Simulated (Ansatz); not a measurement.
SiC:

```
Si C
1.0
     3.07569    0.00000    0.00000
    -1.53785    2.66363    0.00000
     0.00000    0.00000   10.07065
Si C
4 4
Direct
  0.00000 0.00000 0.18789
  0.00000 0.00000 0.68789
  0.33333 0.66667 0.43784
  0.66667 0.33333 0.93784
  0.00000 0.00000 0.00046
  0.00000 0.00000 0.50046
  0.33333 0.66667 0.24980
  0.66667 0.33333 0.74980
```

The cell is a database's computed one.

Base run:

| Item | Value |
| --- | --- |
| Program | Ansatz 0.2.0 |
| Functional | LDA |
| Potentials or basis | all-electron LAPW, scalar-relativistic |
| Cutoff | 321 eV |
| Density cutoff | 1285 eV |
| Basis error allowed | 0.002 eV/atom |
| k mesh | 10 × 10 × 3 |
| Occupations | fermi-dirac, width 0.05 eV |
| Spin | no spin polarisation |

Its results: band gap on the k mesh 2.18 eV, indirect (least direct gap 3.30 eV); pressure -3.8 GPa; largest force 0.004 eV/Å.

Q: The run is repeated on the same cell with these changes: functional from LDA to PBEsol. What comes out?

A: Band gap on the k mesh 2.12 eV, indirect (least direct gap 3.25 eV); pressure 0.4 GPa; largest force 0.004 eV/Å.

PBEsol binds less tightly than LDA, so the same cell stands under more pressure.

Not every run made on this cell is shown here.
